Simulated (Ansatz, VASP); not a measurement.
# Sr in VASP and in Ansatz

```xyz
1
Lattice="1.9064 -3.5577 0.0000 1.9064 3.5577 0.0000 0.0000 0.0000 5.7186" Properties=species:S:1:pos:R:3 pbc="T T T"
Sr    0.0000    0.0000    0.0000
```

Alike in both runs: task single point; functional PBE; k mesh 12 × 12 × 8; occupations gaussian, width 0.1 eV; no spin polarisation.

```csv
,VASP,Ansatz
version,VASP 6.6.1,Ansatz 0.2.0
potentials or method,"VASP PAW PBE potentials, release 64 (Sr_sv)","scalar-relativistic, plane waves, PAW"
plane-wave cutoff (eV),520,420
valence electrons in the cell,10,10
```

```csv
,VASP,Ansatz,Ansatz less VASP
gap on the k mesh at the Fermi level (eV),none,none,-
pressure (GPa),0.7,0.7,0.00
largest component of the traceless stress (GPa),2.40,2.39,-0.011
```

A gap of «none» marks a metal or a gap that the smearing closes. The functional is the same, so the differences come from potentials, cutoffs and numerics.
